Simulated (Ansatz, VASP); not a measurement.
## Two plane-wave programs on N

Contents of INCAR:

```
SYSTEM = N
PREC = Accurate
ENCUT = 600
EDIFF = 1E-6
ISMEAR = 0
SIGMA = 0.02
LREAL = .FALSE.
LASPH = .TRUE.
NELM = 80
ALGO = Normal
ISIF = 3
LWAVE = .FALSE.
LCHARG = .FALSE.
GGA = PE
IVDW = 12
IBRION = 2
NSW = 100
EDIFFG = -0.005
```

The input KPOINTS:

```
Automatic mesh
0
G
  6 6 4
  0 0 0
```

Contents of POSCAR:

```
N
1.0
    4.0840619700      0.0000000000      0.0000000000
    0.0000000000      4.0840619700      0.0000000000
    0.0000000000      0.0000000000      5.3459132500
N
4
Direct
    0.9042752000      0.9042752000      0.0000000000
    0.5957248000      0.4042752000      0.5000000000
    0.0957248000      0.0957248000      0.0000000000
    0.4042752000      0.5957248000      0.5000000000
```

Input for Ansatz:

```yaml
crystal:
  lattice:
    - [4.08406197, 0.0, 0.0]
    - [0.0, 4.08406197, 0.0]
    - [0.0, 0.0, 5.34591325]
  atoms:
    - { symbol: "N", position: [0.9042752, 0.9042752, 0.0] }
    - { symbol: "N", position: [0.5957248, 0.4042752, 0.5] }
    - { symbol: "N", position: [0.0957248, 0.0957248, 0.0] }
    - { symbol: "N", position: [0.4042752, 0.5957248, 0.5] }
basis:
  ecutwfc: 420
kpoints:
  mp_grid: { grid: [6, 6, 4] }
hamiltonian:
  xc: pbe
  dispersion: d3bj
scf:
  occupations: { method: gaussian, width: 0.02 }
output:
  forces: true
  stress: true
  eigenvalues: true
  write_density: true
  write_potential: true
  elf: true
  volumetric_format: npy
relax:
  adjacent_minimum: "off"
  f_tol: 0.005
  max_steps: 80
  cell: { stress_tol: 0.05 }
```

Alike in both runs: task relaxation of cell and atoms; functional PBE; dispersion D3(BJ); k mesh 6 × 6 × 4; occupations gaussian, width 0.02 eV; no spin polarisation.

|  | VASP | Ansatz |
| --- | --- | --- |
| version | VASP 6.6.1 | Ansatz 0.2.0 |
| potentials or method | VASP PAW PBE potentials, release 64 (N) | scalar-relativistic, plane waves, PAW |
| plane-wave cutoff (eV) | 600 | 420 |
| valence electrons in the cell | 20 | 20 |

|  | VASP | Ansatz | Ansatz less VASP |
| --- | --- | --- | --- |
| gap on the k mesh at the Fermi level, each at its own relaxed structure (eV) | 6.68 | 6.98 | +0.303 |
| relaxed volume (Å³/atom) | 20.95 | 22.32 | +1.371 |
| relaxed cell length with the largest relative difference (Å) | 3.996 | 4.094 | +0.0986 |
| energy change over the relaxation (meV/atom) | -3 | -1 | +2.0 |

One of these differences is far larger than is usual between the two programs; its cause wasn't traced.

Caveats: the standard files for N, O and F lose accuracy on very short bonds. Expect the measured gap to be larger: semilocal functionals such as PBE lack the derivative discontinuity. A k mesh can miss the band edges.
